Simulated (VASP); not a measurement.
Input:

```
InN
1.0
    0.00000     2.49457     2.49457
    2.49457     0.00000     2.49457
    2.49457     2.49457     0.00000
In N
1 1
Direct
  0.00000   0.00000   0.00000
  0.25000   0.25000   0.25000
```

Computed with PBEsol GGA, VASP's PBE PAW potentials (set 64) (plane waves; VASP). Settings: 520 eV cut-off, Gaussian smearing of 0.050 eV, potentials In_d N.

Task: Give the energies of bands 7 to 10 at the high-symmetry points, in eV from the Fermi level.

Result: 
```json
[
 {"band": "7", "Γ": "-0.46", "X": "-5.08", "U": "-4.98", "L": "-5.90", "W": "-4.87"},
 {"band": "8", "Γ": "0.00", "X": "-2.32", "U": "-3.44", "L": "-0.86", "W": "-3.08"},
 {"band": "9", "Γ": "0.00", "X": "-2.32", "U": "-1.86", "L": "-0.86", "W": "-2.89"},
 {"band": "10", "Γ": "0.00", "X": "2.80", "U": "4.21", "L": "3.03", "W": "5.16"}
]
```

It has no gap at this level: it comes out as a metal or semimetal.

The compound is InN in the zinc blende structure, a metastable form; wurtzite is the usual one. It was relaxed first.
